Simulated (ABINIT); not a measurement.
A run of ABINIT 10.8.3 (patched build):

Contents of run.abi:

```
# Pseudopotentials
pp_dirpath "./"
pseudos "Sb_ONCV_PBE-1.2.upf"

# Structure
acell 3*1.0
rprim
     4.0708480177     2.3503051989     7.1015907763
    -4.0708480177     2.3503051989     7.1015907763
     0.0000000000    -4.7006103977     7.1015907763
ntypat 1
znucl 51
natom 2
typat 1 1
xcart
     0.0000000000     0.0000000000    16.3303210379
     0.0000000000     0.0000000000     4.9744512911

# Plane-wave basis
ecut 22.0

# k points
kptopt 1
ngkpt 3 3 3
nshiftk 1
shiftk 0.0 0.0 0.0

# Exchange and correlation
ixc 41
hyb_mixing 0.15

# Bands and occupations
nband 19
occopt 3
tsmear 0.05 eV

# SCF cycle
nstep 60
toldfe 1.0e-7

# Output
iomode 3
prtwf 0
prteig 0
prtebands 0
enunit 2
prtvol 2
prtden 1
prtvha 1
prtvclmb 1
prtpot 1
prtelf 1
```

Potentials or basis: SG15 NC PBE v1.2.

Command:

```bash
$ mpirun --bind-to none -np 4 abinit run.abi > log 2>&1
```

Hardware: 4 MPI ranks on Arm Neoverse V1, with other jobs on the host.

Problem. Estimate the wall time of this run.

Solution. It took 5.1 min on 4 MPI ranks on Arm Neoverse V1, with other jobs on the host, peak memory 0.32 GiB a rank. Counts: scf iterations 10, mpi ranks 4, k points 6, bands 19, plane waves 2015.
